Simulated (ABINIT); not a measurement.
# AlCo (Pm-3m) in ABINIT: a series of runs, part 2 of 2

ABINIT 10.8.3 (patched build). The steps go on from the part before.

## 3. Equation of state, LDA, collinear spin, ferromagnetic start

run.abi

```
# Datasets: one volume each
ndtset 7
getwfk -1
scalecart1 3*0.9795861087
scalecart2 3*0.9864848297
scalecart3 3*0.9932883884
scalecart4 3*1.0000000000
scalecart5 3*1.0066227096
scalecart6 3*1.0131594038
scalecart7 3*1.0196128224

# Pseudopotentials
pp_dirpath "./"
pseudos "Co.LDA_PW-JTH.xml, Al.LDA_PW-JTH.xml"

# Structure
acell 3*1.0 Angstrom
rprim
     2.8194032100     0.0000000000     0.0000000000
     0.0000000000     2.8194032100     0.0000000000
     0.0000000000     0.0000000000     2.8194032100
ntypat 2
znucl 27 13
natom 2
typat 1 2
xred
     0.5000000000     0.5000000000     0.5000000000
     0.0000000000     0.0000000000     0.0000000000

# Plane-wave basis
ecut 707.496042 eV
pawecutdg 48.0

# k points
kptopt 1
ngkpt 9 9 9
nshiftk 1
shiftk 0.0 0.0 0.0

# Exchange and correlation
ixc 7

# Bands and occupations
nband 15
occopt 3
tsmear 0.05 eV

# Spin
nsppol 2
spinat
     0.0000000000     0.0000000000     2.0000000000
     0.0000000000     0.0000000000     0.0000000000

# SCF cycle
nstep 100
tolvrs 1.0e-9

# Output
iomode 3
prtwf 1
prtden 0
prteig 0
prtebands 0
```

Potentials or basis: JTH PAW LDA v2.0.

Command:

```
abinit run.abi > log 2>&1
```

run.abo:

```text
.Version 10.8.3 of ABINIT
 DATASET    1 : space group Pm -3 m (#221); Bravais cP (primitive cubic)
================================================================================
 Values of the parameters that define the memory need for DATASET  1.
     intxc =       0    ionmov =       0      iscf =      17    lmnmax =      18
     lnmax =       6     mgfft =      24  mpssoang =       3    mqgrid =    3001
     natom =       2  nloc_mem =       2    nspden =       2   nspinor =       1
    nsppol =       2      nsym =      48    n1xccc =       1    ntypat =       2
    occopt =       3   xclevel =       1
       mpw =         922          nfft =       13824          nkpt =          35
 PAW method is used; the additional fine FFT grid is defined by:
   mgfftf=        36    nfftf =     46656
================================================================================
================================================================================
[... 71 lines left out ...]
 DATASET    7 : space group Pm -3 m (#221); Bravais cP (primitive cubic)
================================================================================
 Values of the parameters that define the memory need for DATASET  7.
     intxc =       0    ionmov =       0      iscf =      17    lmnmax =      18
     lnmax =       6     mgfft =      27  mpssoang =       3    mqgrid =    3001
     natom =       2  nloc_mem =       2    nspden =       2   nspinor =       1
    nsppol =       2      nsym =      48    n1xccc =       1    ntypat =       2
    occopt =       3   xclevel =       1
       mpw =        1028          nfft =       19683          nkpt =          35
 PAW method is used; the additional fine FFT grid is defined by:
   mgfftf=        36    nfftf =     46656
================================================================================
================================================================================

--------------------------------------------------------------------------------
------------- Echo of variables that govern the present computation ------------
--------------------------------------------------------------------------------
 -outvars: echo values of preprocessed input variables --------
            acell      1.8897261259E+00  1.8897261259E+00  1.8897261259E+00 Bohr
              amu      5.89332000E+01  2.69815390E+01
             ecut      2.60000000E+01 Hartree
           getwfk          -1
              ixc           7
           jdtset        1    2    3    4    5    6    7
         kptrlatt        9    0    0      0    9    0      0    0    9
          kptrlen1     4.69722306E+01
          kptrlen2     4.73030319E+01
          kptrlen3     4.76292700E+01
          kptrlen4     4.79510991E+01
          kptrlen5     4.82686654E+01
          kptrlen6     4.85821070E+01
          kptrlen7     4.88915555E+01
            natom           2
            nband          15
           ndtset           7
            ngfft1         24      24      24
            ngfft2         27      27      27
            ngfft3         27      27      27
            ngfft4         27      27      27
            ngfft5         27      27      27
            ngfft6         27      27      27
            ngfft7         27      27      27
          ngfftdg          36      36      36
             nkpt          35
           nspden           2
           nsppol           2
            nstep         100
             nsym          48
           ntypat           2
           occopt           3
        pawecutdg      4.80000000E+01 Hartree
           prtden           0
        prtebands           0
           prteig           0
            rprim1     2.7618482193E+00  0.0000000000E+00  0.0000000000E+00
                       0.0000000000E+00  2.7618482193E+00  0.0000000000E+00
[... 45 lines left out ...]
                       0.0000000000E+00  0.0000000000E+00  0.0000000000E+00
            xcart4     2.6639499527E+00  2.6639499527E+00  2.6639499527E+00
                       0.0000000000E+00  0.0000000000E+00  0.0000000000E+00
            xcart5     2.6815925196E+00  2.6815925196E+00  2.6815925196E+00
                       0.0000000000E+00  0.0000000000E+00  0.0000000000E+00
            xcart6     2.6990059458E+00  2.6990059458E+00  2.6990059458E+00
                       0.0000000000E+00  0.0000000000E+00  0.0000000000E+00
            xcart7     2.7161975300E+00  2.7161975300E+00  2.7161975300E+00
                       0.0000000000E+00  0.0000000000E+00  0.0000000000E+00
             xred      5.0000000000E-01  5.0000000000E-01  5.0000000000E-01
                       0.0000000000E+00  0.0000000000E+00  0.0000000000E+00
            znucl       27.00000   13.00000

================================================================================

 chkinp: Checking input parameters for consistency, jdtset=   1.

 chkinp: Checking input parameters for consistency, jdtset=   2.
[... 40 lines left out ...]
 getcut: wavevector=  0.0000  0.0000  0.0000  ngfft=  36  36  36
         ecut(hartree)=     48.000   => boxcut(ratio)=   2.21166

 getcut : COMMENT -
  Note that boxcut > 2.2 ; recall that boxcut=Gcut(box)/Gcut(sphere) = 2
  is sufficient for exact treatment of convolution.
  Such a large boxcut is a waste : you could raise ecut
  e.g. ecut=   58.697203 Hartrees makes boxcut=2

--- Pseudopotential description ------------------------------------------------
- pspini: atom type   1  psp file is ./Co.LDA_PW-JTH.xml
 Pseudopotential format is: paw10
 basis_size (lnmax)=  6 (lmn_size= 18), orbitals=   0   0   1   1   2   2
 Spheres core radius: rc_sph= 2.10903434
 Shapefunction is SIN type: shapef(r)=[sin(pi*r/rshp)/(pi*r/rshp)]**2
 Radius for shape functions =  1.60384542
 Compensation charge density is not taken into account in XC energy/potential

- pspini: atom type   2  psp file is ./Al.LDA_PW-JTH.xml
 Pseudopotential format is: paw10
 basis_size (lnmax)=  4 (lmn_size=  8), orbitals=   0   0   1   1
 Spheres core radius: rc_sph= 1.90363307
 Shapefunction is SIN type: shapef(r)=[sin(pi*r/rshp)/(pi*r/rshp)]**2
 Radius for shape functions =  1.60786206
 Compensation charge density is not taken into account in XC energy/potential

   2.00053591E+02                                ecore*ucvol(ha*bohr**3)
--------------------------------------------------------------------------------

================================================================================

--- !BeginCycle
iteration_state: {dtset: 1, }
solver: {iscf: 17, nstep: 100, nline: 4, wfoptalg: 10, }
tolerances: {tolvrs: 1.00E-09, }
...
[... 1377 lines left out ...]
-Cartesian components of stress tensor (GPa)         [Pressure= -1.4746E+01 GPa]
- sigma(1 1)=  1.47462121E+01  sigma(3 2)=  0.00000000E+00
- sigma(2 2)=  1.47462121E+01  sigma(3 1)=  0.00000000E+00
- sigma(3 3)=  1.47462121E+01  sigma(2 1)=  0.00000000E+00

== END DATASET(S) ==============================================================
================================================================================

 -outvars: echo values of variables after computation  --------
            acell      1.8897261259E+00  1.8897261259E+00  1.8897261259E+00 Bohr
           etotal1    -1.4871870664E+02
           etotal2    -1.4871925333E+02
           etotal3    -1.4871933394E+02
           etotal4    -1.4871899053E+02
           etotal5    -1.4871826536E+02
           etotal6    -1.4871719977E+02
           etotal7    -1.4871582917E+02
            fcart1    -0.0000000000E+00 -0.0000000000E+00 -0.0000000000E+00
                      -0.0000000000E+00 -0.0000000000E+00 -0.0000000000E+00
            fcart2    -0.0000000000E+00 -0.0000000000E+00 -0.0000000000E+00
                      -0.0000000000E+00 -0.0000000000E+00 -0.0000000000E+00
            fcart3    -0.0000000000E+00 -0.0000000000E+00 -0.0000000000E+00
                      -0.0000000000E+00 -0.0000000000E+00 -0.0000000000E+00
            fcart4    -0.0000000000E+00 -0.0000000000E+00 -0.0000000000E+00
                      -0.0000000000E+00 -0.0000000000E+00 -0.0000000000E+00
            fcart5    -0.0000000000E+00 -0.0000000000E+00 -0.0000000000E+00
                      -0.0000000000E+00 -0.0000000000E+00 -0.0000000000E+00
[... 38 lines left out ...]
                       0.0000000000E+00  0.0000000000E+00  0.0000000000E+00
           xangst1     1.3809241097E+00  1.3809241097E+00  1.3809241097E+00
                       0.0000000000E+00  0.0000000000E+00  0.0000000000E+00
           xangst2     1.3906492477E+00  1.3906492477E+00  1.3906492477E+00
                       0.0000000000E+00  0.0000000000E+00  0.0000000000E+00
           xangst3     1.4002402354E+00  1.4002402354E+00  1.4002402354E+00
                       0.0000000000E+00  0.0000000000E+00  0.0000000000E+00
           xangst4     1.4097016050E+00  1.4097016050E+00  1.4097016050E+00
                       0.0000000000E+00  0.0000000000E+00  0.0000000000E+00
           xangst5     1.4190376494E+00  1.4190376494E+00  1.4190376494E+00
                       0.0000000000E+00  0.0000000000E+00  0.0000000000E+00
           xangst6     1.4282524377E+00  1.4282524377E+00  1.4282524377E+00
                       0.0000000000E+00  0.0000000000E+00  0.0000000000E+00
           xangst7     1.4373498322E+00  1.4373498322E+00  1.4373498322E+00
                       0.0000000000E+00  0.0000000000E+00  0.0000000000E+00
             xred      5.0000000000E-01  5.0000000000E-01  5.0000000000E-01
                       0.0000000000E+00  0.0000000000E+00  0.0000000000E+00
 Calculation completed.
```

It took 2.8 min on 1 thread of Arm Neoverse V2, shared host; peak memory 0.14 GiB.

What came out:

| Item | Value |
| --- | --- |
| Equilibrium volume | 10.91 Å³/atom |
| Bulk modulus | 207 GPa |
| Pressure derivative of the bulk modulus | 4.2 |

Energy against volume, from the lowest point:
```csv
volume (Å³/atom),energy (meV/atom)
10.533,8.53
10.758,1.10
10.982,0.00
11.206,4.67
11.430,14.54
11.654,29.04
11.878,47.68
```

Caveat: pressures at fixed basis lie under the slope of the energies.

## 4. Equation of state, PBEsol, collinear spin, ferromagnetic start

run.abi, as its differences from that of step 3:

```diff
@@ -13,3 +13,3 @@
 pp_dirpath "./"
-pseudos "Co.LDA_PW-JTH.xml, Al.LDA_PW-JTH.xml"
+pseudos "Co.GGA_PBE-JTH.xml, Al.GGA_PBE-JTH.xml"
 
@@ -32,2 +32,3 @@
 pawecutdg 48.0
+pawxcdev 0
 
@@ -40,3 +41,3 @@
 # Exchange and correlation
-ixc 7
+ixc -116133
```

Potentials or basis: JTH PAW PBE v2.0.

Command:

```
abinit run.abi > log 2>&1
```

Wall time 4.4 min (1 thread of Arm Neoverse V2, shared host); peak memory 0.17 GiB.

It converged, with:

* Equilibrium volume: 11.30 Å³/atom
* Bulk modulus: 194 GPa
* Pressure derivative of the bulk modulus: 4.2

Energy against volume, from the lowest point:
| volume (Å³/atom) | energy (meV/atom) |
| --- | --- |
| 10.533 | 34.80 |
| 10.758 | 16.56 |
| 10.982 | 5.16 |
| 11.206 | 0.00 |
| 11.430 | 0.47 |
| 11.654 | 6.01 |
| 11.878 | 16.07 |

Caveat: pressures at fixed basis lie under the slope of the energies; the PAW data sets were made with another functional, which shifts forces and pressure a little.

## 5. The reference run

An earlier run on the cell as given: functional PBEsol; potentials or basis PseudoDojo NC SR PBEsol v0.4.1 standard; cutoff 1306 eV; k mesh 9 × 9 × 9; occupations fermi-dirac, width 0.05 eV; collinear spin, ferromagnetic start; starting moments [2.0, 0.0] μB.

* Pressure: 0.7 GPa
* Band gap on the k mesh: none (metal or under the smearing width)
* Net moment: 0.00 μB per cell
* Valence electrons inside the program's atomic spheres: Co 15.41; Al 1.04
